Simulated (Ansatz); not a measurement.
## LiBr under pressure

Method: Ansatz 0.2.0, DFT PBEsol, scalar-relativistic, plane waves, PAW. Cutoff 420 eV, 8×8×8 k-points (Γ-centred), fixed occupations. No spin polarisation. Phonons by linear response, acoustic sum rule imposed.

The cell, relaxed at this level:
```cif
data_structure
_symmetry_space_group_name_H-M 'P 1'
_symmetry_Int_Tables_number 1
_cell_length_a 3.8262
_cell_length_b 3.8262
_cell_length_c 3.8262
_cell_angle_alpha 60.000
_cell_angle_beta 60.000
_cell_angle_gamma 60.000
_cell_volume 39.61
loop_
_atom_site_label
_atom_site_type_symbol
_atom_site_fract_x
_atom_site_fract_y
_atom_site_fract_z
_atom_site_occupancy
Li1 Li 0.00000 0.00000 0.00000 1
Br1 Br 0.50000 0.50000 0.50000 1
```

Optical modes at Γ (cm⁻¹) at zero pressure: 179.

Question: Under hydrostatic pressure the same modes lie at 290 cm⁻¹. What is the pressure, and how much has the cell shrunk?

Answer: 8 GPa; the volume is 16.9 % smaller.